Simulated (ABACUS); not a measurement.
# VO2 (P4_2/mnm) in ABACUS: equation of state

How stiff is VO2 in PBE, and what volume does it want? The cell is scaled to several volumes.

Everything below comes from runs of ABACUS 3.10.1. Logs are shortened: lines on timing, memory, paths and dates and some standing lists are left out, and cuts for length are marked.

## Step 1: The crystal as given

The structure is tetragonal, space group P4_2/mnm (No. 136). The conventional cell has a = 4.507 Å, b = 4.507 Å, c = 3.044 Å, α = 90.00°, β = 90.00°, γ = 90.00°. V (site symmetry mmm) has 6 O at 1.91 to 1.99 Å as nearest neighbours. O (site symmetry m2m) has 3 V at 1.91 to 1.99 Å as nearest neighbours.

The cell is a database's computed one.

## Step 2: Equation of state, PBE, collinear spin, ferromagnetic start, 9.69 Å³/atom (volume scaled by 0.94)

The input, INPUT:

```
INPUT_PARAMETERS
suffix              VO2
calculation         scf
basis_type          pw
pseudo_dir          ./
symmetry            1
dft_functional      pbe
ecutwfc             84
pseudo_rcut         10
nspin               2
nbands              32
ks_solver           dav
smearing_method     fd
smearing_sigma      0.00367493
scf_thr             1e-08
scf_nmax            100
mixing_type         broyden
mixing_beta         0.4
cal_force           1
cal_stress          1
kpar                4
```

The input, STRU:

```
ATOMIC_SPECIES
V 50.9415 V.upf
O 15.9990 O.upf

LATTICE_CONSTANT
1.8897261246

LATTICE_VECTORS
4.4151925128 0.0000000000 0.0000000000
0.0000000000 4.4151925128 0.0000000000
0.0000000000 0.0000000000 2.9823009287

ATOMIC_POSITIONS
Direct

V
0.0
2
0.5000000000 0.5000000000 0.5000000000 1 1 1 mag 2
0.0000000000 0.0000000000 0.0000000000 1 1 1 mag 2

O
0.0
4
0.2003580000 0.7996420000 0.5000000000 1 1 1 mag 0
0.7996420000 0.2003580000 0.5000000000 1 1 1 mag 0
0.7003580000 0.7003580000 0.0000000000 1 1 1 mag 0
0.2996420000 0.2996420000 0.0000000000 1 1 1 mag 0
```

The input, KPT:

```
K_POINTS
0
Gamma
6 6 9 0 0 0
```

Potentials or basis: PseudoDojo NC SR 0.4.1 PBE standard, plane waves.

Started as:

```bash
$ OMP_NUM_THREADS=1 mpirun -np 4 abacus > log
```

running log:

```text
ABACUS v3.10.1

               Atomic-orbital Based Ab-initio Computation at UStc

 ------------------------------------------------------------------------------------

 READING GENERAL INFORMATION
                           global_out_dir = OUT.VO2/
                           global_in_card = INPUT
                               pseudo_dir = ./
                              orbital_dir =
                                    DSIZE = 4
                                    GSIZE = 1

 READING UNITCELL INFORMATION
                                    ntype = 2
                  lattice constant (Bohr) = 1.88973
              lattice constant (Angstrom) = 1

 READING ATOM TYPE 1
                               atom label = V
                      L=0, number of zeta = 1
                      L=1, number of zeta = 1
                      L=2, number of zeta = 1
             number of atom for this type = 2
               magnetization of element 1 = 2

 READING ATOM TYPE 2
                               atom label = O
                      L=0, number of zeta = 1
                      L=1, number of zeta = 1
                      L=2, number of zeta = 1
             number of atom for this type = 4
               magnetization of element 2 = 0

                        TOTAL ATOM NUMBER = 6
DIRECT COORDINATES
    atom                   x                   y                   z     mag                  vx                  vy                  vz
taud_V1            0.5000000000        0.5000000000        0.5000000000  2.0000        0.0000000000        0.0000000000        0.0000000000
taud_V2            0.0000000000        0.0000000000        0.0000000000  2.0000        0.0000000000        0.0000000000        0.0000000000
taud_O1            0.2003580000        0.7996420000        0.5000000000  0.0000        0.0000000000        0.0000000000        0.0000000000
taud_O2            0.7996420000        0.2003580000        0.5000000000  0.0000        0.0000000000        0.0000000000        0.0000000000
taud_O3            0.7003580000        0.7003580000        0.0000000000  0.0000        0.0000000000        0.0000000000        0.0000000000
taud_O4            0.2996420000        0.2996420000        0.0000000000  0.0000        0.0000000000        0.0000000000        0.0000000000

                          Volume (Bohr^3) = 392.326
                             Volume (A^3) = 58.1367

 Lattice vectors: (Cartesian coordinate: in unit of a_0)
             +4.41519                  +0                  +0
                   +0            +4.41519                  +0
                   +0                  +0             +2.9823
 Reciprocal vectors: (Cartesian coordinate: in unit of 2 pi/a_0)
            +0.226491                  -0                  +0
                   -0           +0.226491                  -0
                   +0                  -0           +0.335312
 The esolver type has been set to : ksdft_pw

                PAO radial cut off (Bohr) = 10

 Read in pseudopotential file is V.upf
                     pseudopotential type = NC
          exchange-correlation functional = PBE
                 nonlocal core correction = 1
[... 189 lines left out ...]
 V non-local projectors:
 projector 1 L=0
 projector 2 L=0
 projector 3 L=1
 projector 4 L=1
 projector 5 L=2
 projector 6 L=2
 O non-local projectors:
 projector 1 L=0
 projector 2 L=0
 projector 3 L=1
 projector 4 L=1
 projector 5 L=2
      TOTAL NUMBER OF NONLOCAL PROJECTORS = 88

 Init Non-Local PseudoPotential table :
 Init Non-Local-Pseudopotential done.

                                     npwx = 5116

 Make real space PAO into reciprocal space.
       max mesh points in Pseudopotential = 1001
     dq(describe PAO in reciprocal space) = 0.01
                                    max q = 1104

 number of pseudo atomic orbitals for V is 4
WARNING: norm of atomic wavefunction # 3 of atomic type V is 0.999996, renormalized
WARNING: norm of atomic wavefunction # 4 of atomic type V is 0.999746, renormalized

 number of pseudo atomic orbitals for O is 2

 -------------------------------------------
 SELF-CONSISTENT
 -------------------------------------------
                                 init_chg = atomic

 PW ALGORITHM --------------- ION=   1  ELEC=   1--------------------------------

          total magnetism (Bohr mag/cell) = 2
       absolute magnetism (Bohr mag/cell) = 2.24533
                        nelec for spin up = 26
                      nelec for spin down = 24
[... 209 lines left out ...]
 Density error is 2.71585451058e-09
                          Error Threshold = 1.11293859218e-10
----------------------------------------------------------
     Energy           Rydberg                 eV
----------------------------------------------------------
 E_KohnSham     -427.9274503911      -5822.2516559310
 E_KS(sigma->0) -427.9260111642      -5822.2320742452
 E_Harris       -427.9277231632      -5822.2553671860
 E_band         -31.3375571610       -426.3693387908
 E_one_elec     -149.0842040874      -2028.3946573842
 E_Hartree      100.5802431242       1368.4644127143
 E_xc           -79.0979815523       -1076.1832494103
 E_Ewald        -300.3226294218      -4086.0989984793
 E_entropy(-TS) -0.0028784537        -0.0391633716
 E_descf        0.0000000000         0.0000000000
 E_exx          0.0000000000         0.0000000000
 E_Fermi        0.8303769459         11.2978579521
----------------------------------------------------------

 charge density convergence is achieved
 final etot is -5822.2516559 eV
 EFERMI = 11.297857952 eV

 STATE ENERGY(eV) AND OCCUPATIONS    NSPIN == 2
SPIN UP :
 1/13 kpoint (Cartesian) = 0.0000 0.0000 0.0000 (5113 pws)
       1       -54.7284     0.00308642
       2       -54.7167     0.00308642
       3       -28.6025     0.00308642
       4       -28.6025     0.00308642
       5       -28.5205     0.00308642
       6       -28.4987     0.00308642
[... 194 lines left out ...]
      31        14.5137    2.88187e-30
      32        15.0089    1.44036e-34

[... levels at 20 further k points ...]

------------------------------------------------------------------------------------------
 TOTAL-FORCE (eV/Angstrom)
------------------------------------------------------------------------------------------
                        V1         0.0000000000         0.0000000000         0.0000000000
                        V2         0.0000000000         0.0000000000         0.0000000000
                        O1        -0.1592329928         0.1592329928         0.0000000000
                        O2         0.1592329928        -0.1592329928         0.0000000000
                        O3        -0.1592329928        -0.1592329928         0.0000000000
                        O4         0.1592329928         0.1592329928         0.0000000000
------------------------------------------------------------------------------------------

----------------------------------------------------------------
 TOTAL-STRESS (KBAR)
----------------------------------------------------------------
       113.6819593564         0.0000000000         0.0000000000
         0.0000000000       113.6819593564         0.0000000000
         0.0000000000         0.0000000000       -81.9849312136
----------------------------------------------------------------
 TOTAL-PRESSURE: 48.459662 KBAR

 --------------------------------------------
 !FINAL_ETOT_IS -5822.2516559309769946 eV
 --------------------------------------------
```

stdout:

```text
ABACUS v3.10.1

               Atomic-orbital Based Ab-initio Computation at UStc

%%%%%%%%%%%%%%%%%%%%%%%%%%%%%%%%%%%%%%%%%%%%%%%%%%%%%%%%%%%%%%%%%%%%%%%%%%%%%%%%%%%%%%%%%%%%%%%%%%%%%%%%%
 Warning: the number of valence electrons in pseudopotential > 5 for V: [Ar] 3d3 4s2
[... 40 lines left out ...]
 TOTAL-STRESS (KBAR)
----------------------------------------------------------------
       113.6819593564         0.0000000000         0.0000000000
         0.0000000000       113.6819593564         0.0000000000
         0.0000000000         0.0000000000       -81.9849312136
----------------------------------------------------------------
 TOTAL-PRESSURE: 48.459662 KBAR
```

Wall time 41 s (4 MPI ranks of AMD EPYC 9R45 (Zen 5), shared host); peak memory 0.84 GiB.

What came out:

```
Free energy            : -5822.2517 eV
Pressure               : 4.8 GPa
Largest force          : 0.225 eV/Å
Band gap on the k mesh : none (metal or under the smearing width)
Net moment             : 2.00 μB per cell
Absolute moment        : 2.54 μB per cell
```

Caveat: there are fewer bands than atomic start orbitals, so a level may be missed at k points of high symmetry; semilocal functionals often make such compounds metallic where correlation or magnetic order opens a gap, which also shifts bond lengths.

## Step 3: Equation of state, PBE, collinear spin, ferromagnetic start, 9.90 Å³/atom (volume scaled by 0.96)

INPUT is that of step 2.

STRU: that of step 2 with these lines changed.

```diff
@@ -8,5 +8,5 @@
 LATTICE_VECTORS
-4.4151925128 0.0000000000 0.0000000000
-0.0000000000 4.4151925128 0.0000000000
-0.0000000000 0.0000000000 2.9823009287
+4.4462864423 0.0000000000 0.0000000000
+0.0000000000 4.4462864423 0.0000000000
+0.0000000000 0.0000000000 3.0033037399
```

KPT is that of step 2.

Potentials or basis: PseudoDojo NC SR 0.4.1 PBE standard, plane waves.

Started as:

```bash
$ OMP_NUM_THREADS=1 mpirun -np 4 abacus > log
```

Wall time 45 s (4 MPI ranks of AMD EPYC 9R45 (Zen 5), shared host); peak memory 0.84 GiB.

The run converged. Its results:

- Free energy: -5822.2688 eV
- Pressure: -0.4 GPa
- Largest force: 0.231 eV/Å
- Band gap on the k mesh: none (metal or under the smearing width)
- Net moment: 2.00 μB per cell
- Absolute moment: 2.58 μB per cell

Caveat: there are fewer bands than atomic start orbitals, so a level may be missed at k points of high symmetry; semilocal functionals often make such compounds metallic where correlation or magnetic order opens a gap, which also shifts bond lengths.

## Step 4: Equation of state, PBE, collinear spin, ferromagnetic start, 10.10 Å³/atom (volume scaled by 0.98)

INPUT is that of step 3.

STRU: that of step 3 with these lines changed.

```diff
@@ -8,5 +8,5 @@
 LATTICE_VECTORS
-4.4462864423 0.0000000000 0.0000000000
-0.0000000000 4.4462864423 0.0000000000
-0.0000000000 0.0000000000 3.0033037399
+4.4769514558 0.0000000000 0.0000000000
+0.0000000000 4.4769514558 0.0000000000
+0.0000000000 0.0000000000 3.0240168340
```

KPT is that of step 3.

Started as:

```bash
$ OMP_NUM_THREADS=1 mpirun -np 4 abacus > log
```

It took 46 s on 4 MPI ranks of AMD EPYC 9R45 (Zen 5), shared host; peak memory 0.88 GiB.

The run converged. Its results:

| Property | Result |
| --- | --- |
| Free energy | -5822.2473 eV |
| Pressure | -5.2 GPa |
| Largest force | 0.236 eV/Å |
| Band gap on the k mesh | none (metal or under the smearing width) |
| Net moment | 2.00 μB per cell |
| Absolute moment | 2.63 μB per cell |

Caveat: there are fewer bands than atomic start orbitals, so a level may be missed at k points of high symmetry; semilocal functionals often make such compounds metallic where correlation or magnetic order opens a gap, which also shifts bond lengths.

## Step 5: Equation of state, PBE, collinear spin, ferromagnetic start, 10.31 Å³/atom

INPUT is that of step 4.

STRU: that of step 4 with these lines changed.

```diff
@@ -8,5 +8,5 @@
 LATTICE_VECTORS
-4.4769514558 0.0000000000 0.0000000000
-0.0000000000 4.4769514558 0.0000000000
-0.0000000000 0.0000000000 3.0240168340
+4.5072020454 0.0000000000 0.0000000000
+0.0000000000 4.5072020454 0.0000000000
+0.0000000000 0.0000000000 3.0444500000
```

KPT is that of step 4.

Started as:

```bash
$ OMP_NUM_THREADS=1 mpirun -np 4 abacus > log
```

Wall time 43 s (4 MPI ranks of AMD EPYC 9R45 (Zen 5), shared host); peak memory 0.88 GiB.

It converged, with:

```
Free energy            : -5822.1914 eV
Pressure               : -9.4 GPa
Largest force          : 0.241 eV/Å
Band gap on the k mesh : none (metal or under the smearing width)
Net moment             : 2.00 μB per cell
Absolute moment        : 2.67 μB per cell
```

Caveat: there are fewer bands than atomic start orbitals, so a level may be missed at k points of high symmetry; semilocal functionals often make such compounds metallic where correlation or magnetic order opens a gap, which also shifts bond lengths.

## Step 6: Equation of state, PBE, collinear spin, ferromagnetic start, 10.51 Å³/atom (volume scaled by 1.02)

INPUT is that of step 5.

STRU: that of step 5 with these lines changed.

```diff
@@ -8,5 +8,5 @@
 LATTICE_VECTORS
-4.5072020454 0.0000000000 0.0000000000
-0.0000000000 4.5072020454 0.0000000000
-0.0000000000 0.0000000000 3.0444500000
+4.5370519355 0.0000000000 0.0000000000
+0.0000000000 4.5370519355 0.0000000000
+0.0000000000 0.0000000000 3.0646125081
```

KPT is that of step 5.

Potentials or basis: PseudoDojo NC SR 0.4.1 PBE standard, plane waves.

Started as:

```bash
$ OMP_NUM_THREADS=1 mpirun -np 4 abacus > log
```

Run time: 53 s. Hardware: 4 MPI ranks of AMD EPYC 9R45 (Zen 5), shared host; peak memory 0.92 GiB.

The run converged. Its results:

```yaml
Free_energy: -5822.1045 eV
Pressure: -13.1 GPa
Largest_force: 0.244 eV/Å
Band_gap_on_the_k_mesh: none (metal or under the smearing width)
Net_moment: 2.00 μB per cell
Absolute_moment: 2.72 μB per cell
```

Caveat: there are fewer bands than atomic start orbitals, so a level may be missed at k points of high symmetry; semilocal functionals often make such compounds metallic where correlation or magnetic order opens a gap, which also shifts bond lengths.

## Step 7: Equation of state, PBE, collinear spin, ferromagnetic start, 10.72 Å³/atom (volume scaled by 1.04)

INPUT is that of step 6.

STRU: that of step 6 with these lines changed.

```diff
@@ -8,5 +8,5 @@
 LATTICE_VECTORS
-4.5370519355 0.0000000000 0.0000000000
-0.0000000000 4.5370519355 0.0000000000
-0.0000000000 0.0000000000 3.0646125081
+4.5665141372 0.0000000000 0.0000000000
+0.0000000000 4.5665141372 0.0000000000
+0.0000000000 0.0000000000 3.0845131470
```

KPT is that of step 6.

Started as:

```bash
$ OMP_NUM_THREADS=1 mpirun -np 4 abacus > log
```

It took 58 s on 4 MPI ranks of AMD EPYC 9R45 (Zen 5), shared host; peak memory 0.92 GiB.

The run converged. Its results:

```yaml
Free_energy: -5821.9906 eV
Pressure: -16.5 GPa
Largest_force: 0.248 eV/Å
Band_gap_on_the_k_mesh: none (metal or under the smearing width)
Net_moment: 2.00 μB per cell
Absolute_moment: 2.77 μB per cell
```

Caveat: there are fewer bands than atomic start orbitals, so a level may be missed at k points of high symmetry; semilocal functionals often make such compounds metallic where correlation or magnetic order opens a gap, which also shifts bond lengths.

## Step 8: Equation of state, PBE, collinear spin, ferromagnetic start, 10.93 Å³/atom (volume scaled by 1.06)

INPUT is that of step 7.

STRU: that of step 7 with these lines changed.

```diff
@@ -8,5 +8,5 @@
 LATTICE_VECTORS
-4.5665141372 0.0000000000 0.0000000000
-0.0000000000 4.5665141372 0.0000000000
-0.0000000000 0.0000000000 3.0845131470
+4.5956009987 0.0000000000 0.0000000000
+0.0000000000 4.5956009987 0.0000000000
+0.0000000000 0.0000000000 3.1041602572
```

KPT is that of step 7.

Started as:

```bash
$ OMP_NUM_THREADS=1 mpirun -np 4 abacus > log
```

It took 60 s on 4 MPI ranks of AMD EPYC 9R45 (Zen 5), shared host; peak memory 0.92 GiB.

Results (log left out):

```
Free energy            : -5821.8523 eV
Pressure               : -19.4 GPa
Largest force          : 0.251 eV/Å
Band gap on the k mesh : none (metal or under the smearing width)
Net moment             : 2.00 μB per cell
Absolute moment        : 2.82 μB per cell
```

Caveat: there are fewer bands than atomic start orbitals, so a level may be missed at k points of high symmetry; semilocal functionals often make such compounds metallic where correlation or magnetic order opens a gap, which also shifts bond lengths.

## Step 9: Equation of state, PBE, collinear spin, ferromagnetic start

Potentials or basis: PseudoDojo NC SR 0.4.1 PBE standard, plane waves.

This step only gathers the single runs of the series.

What came out:

| Item | Value |
| --- | --- |
| Equilibrium volume | 9.88 Å³/atom |
| Bulk modulus at fixed shape and positions | 242 GPa |
| Pressure derivative of the bulk modulus | 4.6 |

Energy against volume, from the lowest point:
```
volume (Å³/atom)  energy (meV/atom)
           9.689               2.85
           9.896               0.00
          10.102               3.58
          10.308              12.90
          10.514              27.37
          10.720              46.36
          10.926              69.42
```

Caveat: the cell was scaled at fixed shape and fractional positions, which overstates the stiffness of a crystal with free parameters, most of all of layers and chains.
